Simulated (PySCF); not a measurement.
The system is C2H2, in a box.

```
C H
1.0
    10.00000    0.00000    0.00000
     0.00000   13.00000    0.00000
     0.00000    0.00000   11.00000
C H
2 2
Cartesian
  5.1685 5.9789 5.7344
  4.8575 7.0631 5.3336
  5.4452 5.0145 6.0909
  4.5808 8.0275 4.9771
```

Program: PySCF 2.14.0. Alike in all runs: task atomic charges; potentials or basis pob-tzvp-rev2 (all-electron); no spin polarisation; cell as given; k mesh 1 × 1 × 1; smearing fixed.

Task: Order these runs on this cell by their band gap on the k mesh, lowest first.
A. level r2SCANh+D4; three-centre integrals read from an earlier run's file; three-body dispersion term yes; exxdiv ewald
B. level PBE
C. level TM; three-centre integrals read from an earlier run's file
D. level B3LYP5+D3(OP); three-centre integrals read from an earlier run's file; three-body dispersion term no; exxdiv ewald

Result: B (7.32 eV), C (7.62 eV), A (8.77 eV), D (9.25 eV).

Caveats: this is a molecule in a periodic box at the Γ point, so its band gap is the HOMO-LUMO gap; the basis of atomic orbitals isn't converged, which shifts pressures, moduli and gaps.

